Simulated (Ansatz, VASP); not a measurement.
# Cross-check of NiS between VASP and Ansatz

One calculation is typed for both programs; each brings its own data sets. How far apart do they land? The two relaxations start from unlike cells of this crystal (the structure described is Ansatz's start), so only their ends are compared.

Program: Ansatz 0.2.0. Level of theory: plane waves, with VASP 6.6.1 beside it; relaxation of cell and atoms at BLYP. Results are calculated unless marked as measured.

**1. The structure**

Symmetry: P6_3/mmc, No. 194, hexagonal system. The conventional cell has a = 3.430 Å, b = 3.430 Å, c = 5.340 Å, α = 90.00°, β = 90.00°, γ = 120.00°. Nearest to Ni lie 6 S at 2.39 Å and 2 Ni at 2.67 Å. Nearest to S lie 6 Ni at 2.39 Å. Farther neighbours and most contacts between anions are not listed.

**2. Ansatz: relaxation of cell and atoms, BLYP**

Ansatz runs on its default PAW (the set named soft_2) files.

The relaxed volume is the usual yardstick between codes: in a stiff, nearly cubic crystal its relative difference is about their pressure difference at one cell divided by the bulk modulus.

Input file input.yaml:

```yaml
crystal:
  lattice:
    - [3.43, 0.0, 0.0]
    - [-1.715, 2.970467135, 0.0]
    - [0.0, 0.0, 5.34]
  atoms:
    - { symbol: Ni, position: [0.0, 0.0, 0.0], spin: 2.0 }
    - { symbol: Ni, position: [0.0, 0.0, 0.5], spin: -2.0 }
    - { symbol: S, position: [0.3333333333, 0.6666666667, 0.25] }
    - { symbol: S, position: [0.6666666667, 0.3333333333, 0.75] }
kpoints:
  mp_grid: { grid: [12, 12, 8] }
hamiltonian:
  xc: blyp
scf:
  occupations: { method: gaussian, width: 0.1 }
output:
  forces: true
  stress: true
  eigenvalues: true
  populations: true
  write_density: true
  write_potential: true
  elf: true
  volumetric_format: npy
magnetization:
  spin_polarized: true
relax:
  adjacent_minimum: "off"
  f_tol: 0.005
  max_steps: 60
  cell: { stress_tol: 0.03 }
```

Launch:

```bash
ansatz run input.yaml --threads 4 --pin off --max-ram 8192MiB --backend cpu --events-out ev --progress --plain --runs-dir out
```

Numbers of over 12 decimals in the logs are rounded to 6 here.

Log:

```text
Engine: ansatz 0.2.0, aarch64-unknown-linux-gnu
Pseudopotentials: kind: paw
Pseudopotential: Ni, paw, valence charge 18, recommended cutoff 420 eV (normal), Ni.paw.azcp
Pseudopotential: S, paw, valence charge 6, recommended cutoff 420 eV (normal), S.paw.azcp
Functional definition: BLYP
  parameter beta = 0.0042
  parameter a = 0.04918
  parameter b = 0.132
  parameter c = 0.2533
  parameter d = 0.349
  exchange = b88_x(beta = beta)
  correlation = lyp_c(a = a, b = b, c = c, d = d)
Crystal: 4 atoms, lattice volume = 54.408 Å³
Basis set: ecut = 420 eV, 1085 PW (Γ), exchange–correlation on 48×48×72 points (8 copies of the dense FFT grid, shifted against one another)
Bands: 32, of which v1, the nominal top of the filled ones, is band 24 counted from 1 (23 counted from 0)
Symmetry: 12 space group operations
Space group: P-3m1 (ITA 164), of the structure as read, at distance tolerance 3.8e-5 Å
Magnetic group: BNS 194.269 (UNI 1499), of the structure as read, at distance tolerance 3.8e-5 Å
k-points: 131 of 1152
Non-local potential: Ni, projectors of the file, l = 0: 3, l = 1: 2, l = 2: 3, l = 3: 1
Non-local potential: S, projectors of the file, l = 0: 2, l = 1: 2, l = 2: 2
PAW form: soft (Blöchl's): semilocal exchange-correlation on the pseudo side does not see the compensation charge
PAW frozen core: Ni, regenerated for the run's functional, and the local potential with it (the file was generated under x = pbe(κ = 0.804, μ = 0.219515), c = pbe(β = 0.066725))
PAW frozen core: S, regenerated for the run's functional, and the local potential with it (the file was generated under x = pbe(κ = 0.804, μ = 0.219515), c = pbe(β = 0.066725))
PAW one-centre angular grid: Ni, 590 points (default); XC on 64 Gauss nodes
PAW one-centre angular grid: S, 110 points (default); XC on 64 Gauss nodes
Initial density: superposition of atomic densities (chi_scale 0.1, normalization cell)
Starting moments: Σ|m| = 4 μB on 2 of 4 sites
Starting magnetic order: altermagnet, g-wave, bulk spin-momentum locking; spin-degenerate planes through Γ normal to [0 0 1], [1 -1 0], [1 2 0], [2 1 0] of the run's lattice
Initial wavefunctions: pseudopotential atomic-orbital guess
Functional: x = b88, c = lyp
iter 1 solved again at ethr=1.67e-3 eV; its pass at ethr=3.10e-3 eV (dr2=8.02e-1 eV) is discarded
SCF iter   1: F=—  HF=-13506.722775 eV  |F-HF|=—  |Δ(HF+E_count)|=         —  Δρ=5.54e-2 (↑5.54e-2 ↓5.54e-2)  dr2=8.01e-1  dr2_m=1.05e0  M=0.000 μB ∫|m|=2.999 μB  β_m=0.30  ethr=1.67e-3  ⟨swp⟩=1.2  Hψ=43151  notcnv=0
Mixer restart at iter 1: flushing history
preconditioner: auto → Resta (q_TF=auto, 2.672 Å⁻¹)  ε∞=9.7  [insulator: Δε(μ)=0.348 eV  Ē_g=9.682 eV  σ=0.100 eV  W_gap=0.98  n_scr=22 (ndim 8)  ℏωp=28.5 eV  f_vac=0.000  D(μ)=0.01/eV (n_scr^D=0)  ε∞_Penn≈9.7]
spin=Collinear: Resta preconditioning applied to the charge; magnetization (m = ρ↑ − ρ↓) channel mixes plain (no charge-response kernel on spin).
SCF iter   2: F=—  HF=-13507.729736 eV  |F-HF|=—  |Δ(HF+E_count)|=    1.01e0  Δρ=4.81e-2 (↑4.81e-2 ↓4.81e-2)  dr2=5.30e-1  dr2_m=8.50e-1  M=0.000 μB ∫|m|=2.783 μB  β_m=0.65  ethr=1.67e-3  ⟨swp⟩=2.0  Hψ=10193  notcnv=0
SCF iter   3: F=—  HF=-13509.991771 eV  |F-HF|=—  |Δ(HF+E_count)|=    2.26e0  Δρ=2.90e-2 (↑2.90e-2 ↓2.90e-2)  dr2=1.18e-1  dr2_m=3.93e-1  M=0.000 μB ∫|m|=2.401 μB  β_m=0.82  ethr=1.10e-3  ⟨swp⟩=2.6  Hψ=17866  notcnv=0  defer=610
SCF iter   4: F=—  HF=-13510.882159 eV  |F-HF|=—  |Δ(HF+E_count)|=         —  Δρ=5.68e-2 (↑5.68e-2 ↓5.68e-2)  dr2=1.75e0  dr2_m=1.08e0  M=0.000 μB ∫|m|=1.378 μB  β_m=0.82  ethr=2.46e-4  ⟨swp⟩=2.1  Hψ=16493  notcnv=0  defer=674
Mixer restart at iter 4: flushing history
SCF iter   5: F=—  HF=-13511.903605 eV  |F-HF|=—  |Δ(HF+E_count)|=    1.02e0  Δρ=6.39e-2 (↑6.39e-2 ↓6.39e-2)  dr2=5.01e0  dr2_m=1.63e-2  M=0.000 μB ∫|m|=1.674 μB  β_m=0.63  ethr=2.46e-4  ⟨swp⟩=3.2  Hψ=21756  notcnv=0  defer=618
SCF iter   6: F=—  HF=-13510.641425 eV  |F-HF|=—  |Δ(HF+E_count)|=    1.26e0  Δρ=2.52e-2 (↑2.51e-2 ↓2.52e-2)  dr2=3.27e-1  dr2_m=2.17e-1  M=-0.000 μB ∫|m|=1.218 μB  β_m=0.72  ethr=2.46e-4  ⟨swp⟩=4.1  Hψ=22594  notcnv=0  defer=600
SCF iter   7: F=—  HF=-13510.570045 eV  |F-HF|=—  |Δ(HF+E_count)|=   7.14e-2  Δρ=7.19e-3 (↑7.19e-3 ↓7.16e-3)  dr2=2.94e-3  dr2_m=2.49e-2  M=-0.000 μB ∫|m|=1.072 μB  β_m=0.86  ethr=2.46e-4  ⟨swp⟩=2.1  Hψ=14860  notcnv=0  defer=595
[...]
SCF 7 converged in 9 iterations: F = -13510.666504 eV  dr2 = 1.96e-9
relax step   7: F+E_penalty+E_count = -13510.66650430 eV  Δ(F+E_penalty+E_count) = +1.294e-6 eV  max|allowed force component| = 4.401e-6 eV/Å  Δτ_max = 0.0000 Å  P = -0.000 GPa  Ω = 58.515 Å³  energy of the carried Pulay correction = -3.922e-6 eV  (9 SCF iters, dr2 threshold 3.91e-9 eV, accepted)
[...]
eigensolver tolerance schedule: the retry pair's looser diagonalisation over-reported the residual by 172101.36 of it (diagonalisation noise at an unbounded share of the residual, at the tolerance the schedule requests for it); recorded, not acted on — ethr = c·dr2/N_el stays at c = 1.0e-1
preconditioner: auto → none  [metal: Δε(μ)=0.013 eV  Ē_g=9.387 eV  σ=0.100 eV  W_gap=0.07  n_scr=8 (ndim 8)  ℏωp=27.5 eV  f_vac=0.008  D(μ)=1.68/eV (n_scr^D=8)]
[...]
SCF iter   3: F=—  HF=-13510.666507 eV  |F-HF|=—  |Δ(HF+E_count)|=  6.75e-10  Δρ=3.87e-7 (↑3.87e-7 ↓3.65e-7)  dr2=1.37e-10  dr2_m=1.34e-11  M=0.000 μB ∫|m|=1.603 μB  β_m=0.65  ethr=1.00e-12  ⟨swp⟩=2.0  Hψ=13782  notcnv=0
SCF iter   4: F=—  HF=-13510.666507 eV  |F-HF|=—  |Δ(HF+E_count)|=  1.40e-10  Δρ=7.41e-7 (↑7.41e-7 ↓5.60e-7)  dr2=5.08e-10  dr2_m=8.42e-11  M=0.000 μB ∫|m|=1.603 μB  β_m=0.46  ethr=1.00e-12  ⟨swp⟩=2.3  Hψ=12574  notcnv=0  recentre
SCF iter   5: F=—  HF=-13510.666507 eV  |F-HF|=—  |Δ(HF+E_count)|=  1.04e-10  Δρ=2.35e-7 (↑9.31e-8 ↓2.35e-7)  dr2=3.31e-11  dr2_m=8.63e-12  M=0.000 μB ∫|m|=1.603 μB  β_m=0.38  ethr=1.00e-12  ⟨swp⟩=2.0  Hψ=10672  notcnv=0
SCF iter   6: F=—  HF=-13510.666507 eV  |F-HF|=—  |Δ(HF+E_count)|=  4.55e-11  Δρ=3.48e-7 (↑3.02e-7 ↓3.48e-7)  dr2=7.31e-11  dr2_m=3.77e-11  M=0.000 μB ∫|m|=1.603 μB  β_m=0.69  ethr=1.00e-12  ⟨swp⟩=1.0  Hψ=8384  notcnv=0  recentre
SCF iter   7: F=—  HF=-13510.666507 eV  |F-HF|=—  |Δ(HF+E_count)|=  9.09e-11  Δρ=5.41e-7 (↑5.35e-7 ↓5.41e-7)  dr2=2.74e-10  dr2_m=7.92e-11  M=0.000 μB ∫|m|=1.603 μB  β_m=0.85  ethr=1.00e-12  ⟨swp⟩=1.0  Hψ=8384  notcnv=0
SCF iter   8: F=—  HF=-13510.666507 eV  |F-HF|=—  |Δ(HF+E_count)|=  1.09e-11  Δρ=4.06e-7 (↑4.06e-7 ↓4.01e-7)  dr2=1.68e-10  dr2_m=3.96e-11  M=0.000 μB ∫|m|=1.603 μB  β_m=0.92  ethr=1.00e-12  ⟨swp⟩=1.0  Hψ=8384  notcnv=0
SCF iter   9: F=—  HF=-13510.666507 eV  |F-HF|=—  |Δ(HF+E_count)|=  1.09e-11  Δρ=2.01e-7 (↑1.77e-7 ↓2.01e-7)  dr2=5.44e-11  dr2_m=4.12e-13  M=0.000 μB ∫|m|=1.603 μB  β_m=0.73  ethr=1.00e-12  ⟨swp⟩=2.3  Hψ=10885  notcnv=0
SCF iter  10: F=—  HF=-13510.666507 eV  |F-HF|=—  |Δ(HF+E_count)|=  1.46e-11  Δρ=3.59e-8 (↑2.21e-8 ↓3.59e-8)  dr2=1.55e-12  dr2_m=5.92e-14  M=0.000 μB ∫|m|=1.603 μB  β_m=0.87  ethr=1.00e-12  ⟨swp⟩=1.0  Hψ=8384  notcnv=0
SCF iter  11: F=—  HF=-13510.666507 eV  |F-HF|=—  |Δ(HF+E_count)|=    0.00e0  Δρ=3.92e-8 (↑3.92e-8 ↓7.57e-9)  dr2=6.89e-13  dr2_m=2.51e-13  M=0.000 μB ∫|m|=1.603 μB  β_m=0.93  ethr=1.00e-12  ⟨swp⟩=1.0  Hψ=8384  notcnv=0
SCF iter  12: F=-13510.666507 eV  HF=-13510.666507 eV  |F-HF|=5.46e-12  |Δ(HF+E_count)|=  3.64e-12  Δρ=4.18e-8 (↑2.66e-8 ↓4.18e-8)  dr2=2.37e-12  dr2_m=7.53e-14  M=0.000 μB ∫|m|=1.603 μB  ethr=1.00e-12  ⟨swp⟩=3.2  Hψ=30473  notcnv=0
SCF 8 converged in 12 iterations: F = -13510.666507 eV  dr2 = 2.37e-12
relax step   8: F+E_penalty+E_count = -13510.66650726 eV  Δ(F+E_penalty+E_count) = -2.953e-6 eV  max|allowed force component| = 2.061e-6 eV/Å  Δτ_max = 0.0000 Å  P = -0.000 GPa  Ω = 58.515 Å³  stress off target by 5.33e-4 GPa  SCF on the basis re-selected at this cell (its energy is not comparable with the rows above)  (12 SCF iters)
basis re-selected at this cell: Δ(F+E_penalty+E_count) = -2.953e-6 eV, ΔP = -0.000 GPa vs the last step (what re-selecting the basis moved, of the pressure what is left beyond the Pulay correction that the steps carried, after the strain that the cell walked since its last selection, with what the two solves' SCF thresholds leave and, on support functions, any second-order correction that the steps lacked; it is no m [...]
SCF converged after 12 iterations
Magnetization: 0.0000 μB (24.0000 up, 24.0000 down)
Absolute magnetization: 1.6039 μB (∫|ρ↑−ρ↓|, with the PAW one-centre terms)
Spin contamination: 0.6597 ħ² per cell (⟨S²⟩ above its minimum at these occupations)
Per-site moments (μB) at R_I (Å): [(0.688859, 1.009910), (-0.688858, 1.009910), (1.1471506935959576e-8, 1.009910), (1.1471506924366451e-8, 1.009910)]
Free energy (F): -13510.666507 eV
Harris-Foulkes:  -13510.666507 eV  (|F-HF|=5.46e-12)
Internal energy: -13510.658103 eV  (E = F + TS)
E sigma→0 (E₀):  -13510.662305 eV
Entropy (-TS):   -0.008405 eV (-2.101 meV/atom)
Fermi energy:    11.969990 eV
--- Per-component energies (eV) ---
  E_band       = -732.638862
  E_kinetic    = 778.660814
  E_local      = -9218.904931  (includes V_loc(G=0)·N_el)
  E_nonlocal   = 1333.898253
  E_hartree    = 3916.240479
  E_xc         = -356.365070
  E_vxc        = -381.710774  (∫ρ·V_xc dr)
  E_paw        = -4503.141996  (= ΣΔE_a)
  E_vpaw       = -1077.064044  (= ΣTr[D̂ρ^β])
  E_aug_tail   = 0.000898  (compensation charges beyond the density's cutoff)
  E_ewald      = -5461.089781
  E_core_change = 0.043232  (= ΣΔE_core)
  E_smearing   = -0.008405  (= −TS)
  E_closure    = 0.000000  (closes the sum)
  Σ components = -13510.666507   (vs F -13510.666507, Δ=0.00e0)
--- Forces (eV/Å), atoms counted from 1 ---
  atom   1  Ni     0.00000000     0.00000000     0.00000000
  atom   2  Ni     0.00000000    -0.00000000     0.00000000
  atom   3  S     -0.00000000     0.00000000    -0.00000206
  atom   4  S     -0.00000000    -0.00000000     0.00000206
  max |Σ_I F_I| component: 5.55e-17 eV/Å
--- Stress (GPa, compression-positive) ---
       -0.000196      -0.000000      -0.000000
        0.000000      -0.000196       0.000000
        0.000000       0.000000      -0.000533
  P = ⅓ Tr σ = -0.0003 GPa (-0.003 kbar)
--- Band table (eV; the first three rows and the last of 262) ---
  k-point 0 ↑: bands = [... 20 lower, 10.6493, 10.6493, 11.2468, 11.5194, 13.3489, 13.3489, 15.6299, 15.8369, ... 4 higher]
  k-point 1 ↑: bands = [... 20 lower, 10.9507, 10.9507, 10.9709, 11.4189, 13.3008, 13.3008, 15.9004, 15.9703, ... 4 higher]
  k-point 2 ↑: bands = [... 20 lower, 10.4480, 11.1577, 11.4457, 11.4457, 13.1577, 13.1577, 16.3034, 16.4995, ... 4 higher]
  k-point 130 ↓: bands = [... 20 lower, 10.6096, 10.6096, 10.8573, 10.8573, 13.2574, 13.2574, 17.7638, 17.7733, ... 4 higher]
--- Relaxed structure (6 steps of the walk, 6 accepted, 2 SCFs on fresh bases) ---
  F+E_penalty+E_count = -13510.66650726 eV   max|allowed force component| = 2.061e-6 eV/Å   (the final SCF, on the basis selected at the relaxed cell)
  cell:  # Å, volume = 58.5149 Å³
    - [3.539619, 0.0, 0.0]
    - [-1.769809, 3.065400, 0]
    - [0.0, 0, 5.392903]
  atoms:
    - { symbol: Ni, position: [0, 0, 0] }
    - { symbol: Ni, position: [0, 0, 0.500000] }
    - { symbol: S, position: [0.333333, 0.666667, 0.250000] }
    - { symbol: S, position: [0.666667, 0.333333, 0.750000] }
--- Löwdin populations: 4 sites ---
  site symbol       q [e]    m [muB]
     0     Ni     17.3478     0.6629
     1     Ni     17.3478    -0.6629
     2      S      6.4760    -0.0000
     3      S      6.4760    -0.0000
  spilling = 0.007344 (of n_electrons = 48.000000)
```

[end of part 1 of 2]

[Lines on the potential files, build, host, timing and source positions are cut from VASP's logs without a mark.]

[Logs are printed without paths, hosts, clocks, repeated set-up lines and the standing remarks that a program may print on its own settings, such as how far it seeks lower states.]

[Hosts, paths, dates, database ids (printed as entryN), source tags and the programs' standing remarks are cut or masked in the printed files.]
